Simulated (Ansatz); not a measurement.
K (fcc)

Computed with Ansatz (plane waves, PAW, 500 eV cutoff): r²SCAN, scalar-relativistic, no spin polarisation, Γ-centred 12×12×12 mesh, 0.05 eV Gaussian smearing; PAW files: Ansatz's generated set soft_2.

```
CELL_PARAMETERS angstrom
0.00000 3.37577 3.37577
3.37577 0.00000 3.37577
3.37577 3.37577 0.00000
ATOMIC_POSITIONS crystal
K 0.00000 0.00000 0.00000
```

At room temperature and ambient pressure K is bcc.

Cell and atoms are those of this level's equilibrium.

Path: Γ–X–U | K–Γ–L–W–X, with Γ = (0.000, 0.000, 0.000), X = (0.500, 0.000, 0.500), U = (0.625, 0.250, 0.625), K = (0.375, 0.375, 0.750), L = (0.500, 0.500, 0.500), W = (0.500, 0.250, 0.750) in reciprocal vectors of the calculation's cell.

Is it a metal or an insulator, and if it has a gap, where are the band edges on this path?

A metal: bands cross the Fermi level.

Levels between -5 and 3 eV from the Fermi level at the path's named points:
| point | below E_F (eV) | above E_F (eV) |
| --- | --- | --- |
| Γ | -2.21 |  |
| X |  | 1.06 1.41 2.60 |
| U and K |  | 1.29 1.64 1.92 |
| L |  | 0.49 0.51 |
| W |  | 1.54 1.84 1.84 |

With 9 valence electrons in the calculation's cell and no magnetic order, the bands, two electrons each, can't all be full or empty: band theory demands a metal.
